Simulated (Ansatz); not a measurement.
Crystal: PbSe (Clausthalite).

```xyz
2
Lattice="0.0000 3.0606 3.0606 3.0606 0.0000 3.0606 3.0606 3.0606 0.0000" Properties=species:S:1:pos:R:3 pbc="T T T"
Pb    0.0000    0.0000    0.0000
Se    3.0606    3.0606    3.0606
```

| Item | Value |
| --- | --- |
| Program | Ansatz 0.2.0 |
| Task | single point |
| Functional | PBE |
| Potentials or basis | all-electron LAPW, scalar-relativistic |
| Cutoff | 188 eV (chosen from the basis error) |
| Basis error allowed | 0.001 eV/atom |
| k mesh | 8 × 8 × 8 |
| Occupations | fermi-dirac, width 0.05 eV |
| Spin | no spin polarisation |

On this cell: pressure 2.4 GPa; largest force zero by symmetry; band gap on the k mesh 0.29 eV, direct.

The same run follows on a disturbed copy (atoms moved at random, drawn with an rms of 0.05 Å):

```
Pb Se
1.0
     0.00000    3.06065    3.06065
     3.06065    0.00000    3.06065
     3.06065    3.06065    0.00000
Pb Se
1 1
Direct
  0.99775 0.99684 0.99940
  0.50309 0.50000 0.49270
```

Problem. What changes?

Solution. The energy moves by +0.1 meV/atom; pressure 2.4 GPa; largest force 0.016 eV/Å; band gap on the k mesh 0.29 eV, direct.

Forces on the atoms (eV/Å):
```
Pb  -0.006 -0.002  0.015
Se   0.006  0.002 -0.015
```

Caveats: spin-orbit coupling is left out, which as a rule narrows the gap of such compounds by several tenths of an eV.

A k mesh can miss the band edges.
